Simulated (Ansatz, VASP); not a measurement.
## One calculation of SiC, two programs

```
Si C
1.0
     0.00000    2.18986    2.13512
     2.18986    0.00000    2.13512
     2.18986    2.18986    0.00000
Si C
1 1
Direct
  0.00000 0.00000 0.00000
  0.75000 0.75000 0.75000
```

Change from the starting cell: strain +0.000 along x and y, -0.025 along z, atoms carried along.

Alike in both runs: task single point; functional PBE; k mesh 10 × 10 × 10; occupations gaussian, width 0.05 eV; no spin polarisation.

```csv
,VASP,Ansatz
version,VASP 6.6.1,Ansatz 0.2.0
potentials or method,"VASP PAW PBE potentials, release 64 (Si, C)","scalar-relativistic, plane waves, PAW"
plane-wave cutoff (eV),520,420
valence electrons in the cell,8,8
```

Ansatz gave:

- gap on the k mesh at the Fermi level (eV): 1.09
- least direct gap on the mesh (eV): 4.52
- pressure (GPa): 5.6
- largest component of the traceless stress (GPa): 4.10

Question: Estimate VASP's values.

Answer: gap on the k mesh at the Fermi level (eV): 1.09; least direct gap on the mesh (eV): 4.52; pressure (GPa): 5.5; largest component of the traceless stress (GPa): 4.12.

A k mesh can miss the band edges.
